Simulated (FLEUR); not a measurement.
LiF (Griceite):

```
F Li
1.0
     0.00000    2.01400    2.01400
     2.01400    0.00000    2.01400
     2.01400    2.01400    0.00000
F Li
1 1
Direct
  0.50000 0.50000 0.50000
  0.00000 0.00000 0.00000
```

Base run:

- Program: FLEUR MaX-R8.1 (later development tree)
- Functional: r2SCAN
- Potentials or basis: all-electron
- Basis: FLAPW
- Kmax: 4.1 1/bohr
- k mesh: 11 × 11 × 11
- Occupations: fermi-dirac, width 0.05 eV
- Spin: no spin polarisation

Its results: band gap on the k mesh 10.06 eV, direct.

Problem. The run is repeated on the same cell with these changes: functional from r2SCAN to BLYP. What comes out?

Solution. Band gap on the k mesh 9.22 eV, direct.

r2SCAN gives the wider gap, since meta-GGAs in the generalised Kohn-Sham scheme recover part of the derivative discontinuity.

Caveats: the meta-GGA is that of a development version, with a GGA for the radial functions and cores and without core tails (some runs).

Not every run made on this cell is shown here.
